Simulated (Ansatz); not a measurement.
GeO₂:
```
GeO2
1.0
    4.41054     0.00000     0.00000
    0.00000     4.41054     0.00000
    0.00000     0.00000     2.87016
Ge O
2 4
Cartesian
  2.20527   2.20527   1.43508
  0.00000   0.00000   0.00000
  3.06089   3.06089   0.00000
  1.34966   1.34966   0.00000
  3.55493   0.85562   1.43508
  0.85562   3.55493   1.43508
```

Tensor components refer to the Cartesian frame of this cell.

Give the high-frequency dielectric tensor and the Born effective charge tensors of the independent atoms from DFPT, the program Ansatz at the r²SCAN level (PAW).


ε∞:
```
3.90  0.00  0.00
0.00  3.90  0.00
0.00  0.00  4.22
```
Z* of atom 1 (Ge), rows: field, columns: displacement, in e:
```
 4.12  -0.55   0.00
-0.55   4.12   0.00
 0.00   0.00   4.42
```
Z* of atom 3 (O), rows: field, columns: displacement, in e:
```
-2.06  -0.70   0.00
-0.70  -2.06   0.00
 0.00   0.00  -2.21
```

Static charges for comparison (Bader): Ge1 +2.60, O3 -1.30 e. Born charges measure polarisation by displacement and can exceed these by far.

Space group P4_2/mnm (rutile). The r²SCAN relaxation kept the symmetry of its start; of distortions, only those at the zone centre were tested. Spin–orbit coupling is left out wherever it is not named.

Potentials: the later of the program's two PAW sets.
